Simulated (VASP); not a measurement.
Wanted: the native input for a VASP 6.6.1 run.

| Item | Value |
| --- | --- |
| Task | relaxation of cell and atoms |
| Functional | LDA |
| Potentials or basis | VASP PAW LDA potentials, release 64 (Pt) |
| Cutoff | 520 eV |
| k mesh | 18 × 18 × 18 |
| Occupations | gaussian, width 0.1 eV |
| Spin | no spin polarisation |
| Further INCAR settings | ALGO = Normal; EDIFF = 1e-07; IBRION = 2; EDIFFG = -0.002; NSW = 80; ISIF = 3 |

The structure of Pt lies in POSCAR:

```
Pt                                      
1.0
   -0.0000000000      1.9484907665      1.9484907665
    1.9484907665      0.0000000000      1.9484907665
    1.9484907665      1.9484907665      0.0000000000
  Pt            
     1
Direct
     1.0000000000000000    1.0000000000000000    0.0000000000000000
```

One way to write it, as run:

INCAR

```
ALGO = Normal
EDIFF = 1E-7
EDIFFG = -0.002
ENCUT = 520
GGA = CA
IBRION = 2
ISIF = 3
ISMEAR = 0
LASPH = T
LCHARG = F
LREAL = F
LWAVE = F
NELM = 60
NSW = 80
PREC = Accurate
SIGMA = 0.1
```

KPOINTS

```
k-points
0
Gamma
  18 18 18
```

Potentials or basis: VASP PAW LDA potentials, release 64 (Pt).

The run is started by

```bash
$ cat potpaw_LDA.64/Pt/POTCAR > POTCAR
$ mpirun -np 1 vasp_std > vasp.out
```

Results of the run:

```json
{
  "Pressure after relaxing": "0.0 GPa",
  "Band gap on the k mesh": "none (metal or under the smearing width)"
}
```

Caveat: the relaxation stopped at its first step, so nothing moved.

It took 16 s on 1 thread of AMD EPYC 7R13 Processor (Zen 3), with other jobs on the host, peak memory 0.11 GiB.
